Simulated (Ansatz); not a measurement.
Crystal: Te2Mo.

```
CELL_PARAMETERS angstrom
3.51820 0.00000 0.00000
-1.75910 3.04685 0.00000
0.00000 0.00000 13.97360
ATOMIC_POSITIONS crystal
Te 0.66667 0.33333 0.37900
Te 0.33333 0.66667 0.87900
Te 0.66667 0.33333 0.12100
Te 0.33333 0.66667 0.62100
Mo 0.66667 0.33333 0.75000
Mo 0.33333 0.66667 0.25000
```

Base run:

- Program: Ansatz 0.2.0
- Functional: r2SCAN
- Potentials or basis: Ansatz PAW
- Cutoff: 500 eV (not typed: the program's choice for these potentials)
- k mesh: 9 × 9 × 2
- Occupations: fermi-dirac, width 0.05 eV
- Spin: no spin polarisation
- Hubbard terms: Mo d U = 6 eV

Its results: band gap on the k mesh 0.64 eV, direct; pressure 1.8 GPa; largest force 0.202 eV/Å.

Question: The run is repeated on the same cell with these changes: hubbard terms from Mo d U = 6 eV to Mo d U = 5 eV. What comes out?

Answer: Band gap on the k mesh 0.91 eV, direct; pressure 1.7 GPa; largest force 0.172 eV/Å.

Caveats: odd divisions of the mesh miss points on the zone boundary, where band edges often lie, so the gap on the mesh can be too wide; spin-orbit coupling is left out, which moves the levels of the heavy elements; the PAW data sets come from PBE, with cores solved anew for the run's functional, which leaves a small shift of forces and pressure; the U is typed as a test and isn't derived for this compound; the density of states is complete only up to the lowest level of the last band computed.

A k mesh can miss the band edges.
